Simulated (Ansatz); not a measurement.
Energy ranking of Cd₂S₅ structures

Level of theory: Ansatz, DFT PBE, scalar-relativistic, plane waves, PAW. All cells share a 420 eV cutoff and Γ-centred k meshes spaced at most about 0.3 Å⁻¹ (about 0.25 or finer for metals, 2π included). No spin polarisation.

The zero of energy is the elements' standard structures at the same level; no fitted shifts are applied.

All energies are static (0 K, no zero-point motion). Only the structures computed here compete, so a lower one can exist. No dispersion correction is applied, so the spacing and binding between layers, chains or molecules are poorly described (P1), and this can change margins and order among such cells. Kohn–Sham gaps at this level usually fall short of measured ones. The reference form of S is held partly by dispersion forces, which this level lacks.

Invented guesses were relaxed alike, and ends that match in structure were merged. ΔE counts from the first row. Coordination counts S atoms around Cd (those within 1.25 times the shortest such distance or 1.15 times the sum of covalent radii, 1.27 where that leaves under three; a plus sign parts nearer from farther groups). The ends were matched against large subsets of the Crystallography Open Database and the Materials Project, so a missing match doesn't prove that a structure is unreported.

```
#                         reached from  type and space group  atoms  Å³/atom  coordination  ΔE (meV/atom)  gap on mesh (eV)  in databases
1  a cell proposed by chemical analogy            P1 (No. 1)      7     34.4          Cd 3              0              2.18      no match
2  a cell proposed by chemical analogy            C2 (No. 5)      7     25.9          Cd 4             16              0.97      no match
3    random cell with space group Imm2         Imm2 (No. 44)      7     29.1        Cd 1+4            229              0.00      no match
```

The lowest: Space group P1 (No. 1), triclinic, a = 4.296 Å, b = 6.613 Å, c = 8.604 Å, α = 85.7°, β = 81.6°, γ = 89.4°. Cd on its first site is surrounded by 3 S at 2.48–2.51 Å; Cd on its second site has 3 S at 2.49–2.51 Å; around S on its first site lie 3 Cd at 2.48–2.51 Å; S on its second site is surrounded by 2 S at 2.06–2.07 Å; around S on its third site lie 2 S at 2.06–2.08 Å; 2 more sites not described. Its energy over the elements is −0.243 eV/atom. Whether it is stable depends on the other phases of the system, which aren't compared here. An observed structure of this formula, if there is one, may be missing.

```
CELL_PARAMETERS angstrom
4.29556 0.00000 0.00000
0.06666 6.61316 0.00000
1.26337 0.62770 8.48789
ATOMIC_POSITIONS crystal
Cd 0.04141 0.11895 0.85446
Cd 0.56324 0.61592 0.79859
S 0.08034 0.79420 0.72672
S 0.96263 0.38607 0.29472
S 0.25161 0.29095 0.45666
S 0.58651 0.52055 0.42805
S 0.51427 0.27337 0.93981
```

The second: Space group C2 (No. 5), monoclinic, a = 6.408 Å, b = 5.537 Å, c = 10.258 Å, β = 96.1°. Cd has 4 S at 2.54–2.62 Å; S on a site of symmetry 1 is surrounded by 1 S at 2.17 Å and 2 Cd at 2.58–2.61 Å; around S on a second site of symmetry 1 lie 1 S at 1.98 Å and 1 S at 2.17 Å; S on a site of symmetry 2 has 4 Cd at 2.54–2.62 Å. Counting S atoms around Cd, the first has Cd 3 and the second has Cd 4. The first holds S–S chains (shortest 2.06 Å); the second holds S–S units of three or more atoms (shortest 1.98 Å). Cells relaxed within their symmetry can be saddle points.

```cif
data_structure
_symmetry_space_group_name_H-M 'C2'
_symmetry_Int_Tables_number 5
_cell_length_a 6.4076
_cell_length_b 5.5375
_cell_length_c 10.2580
_cell_angle_alpha 90.000
_cell_angle_beta 96.069
_cell_angle_gamma 90.000
_cell_volume 361.94
loop_
_atom_site_label
_atom_site_type_symbol
_atom_site_symmetry_multiplicity
_atom_site_Wyckoff_symbol
_atom_site_fract_x
_atom_site_fract_y
_atom_site_fract_z
_atom_site_occupancy
Cd1 Cd 4 c 0.74657 0.30453 0.85577 1
S1 S 4 c 0.59067 0.47351 0.27938 1
S2 S 4 c 0.11543 0.22177 0.44337 1
S3 S 2 a 0.00000 0.56838 0.00000 1
```

Some structure types and database cells were kept out of the candidates from the start, so a known form may be missing.
